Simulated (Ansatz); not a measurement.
The system is BaZrO3.

```
Ba Zr O
1.0
     4.19134    0.00000    0.00000
     0.00000    4.19134    0.00000
     0.00000    0.00000    4.19134
Ba Zr O
1 1 3
Direct
  0.00000 0.00000 0.00000
  0.50000 0.50000 0.50000
  0.50000 0.50000 0.00000
  0.50000 0.00000 0.50000
  0.00000 0.50000 0.50000
```

Base run:

| Item | Value |
| --- | --- |
| Program | Ansatz 0.2.0 |
| Functional | BLYP |
| Potentials or basis | Ansatz PAW |
| Cutoff | 420 eV (not typed: the program's choice for these potentials) |
| k mesh | 6 × 6 × 6 |
| Occupations | fermi-dirac, width 0.05 eV |
| Spin | no spin polarisation |

Its results: band gap on the k mesh 3.33 eV, indirect (least direct gap 3.53 eV); pressure 8.9 GPa.

Problem. The run is repeated on the same cell with these changes: functional from BLYP to RPBE. What comes out?

Solution. Band gap on the k mesh 3.29 eV, indirect (least direct gap 3.48 eV); pressure 7.7 GPa.

Caveats: spin-orbit coupling is left out, which moves the levels of the heavy elements; the PAW data sets come from PBE, with cores solved anew for the run's functional, which leaves a small shift of forces and pressure.
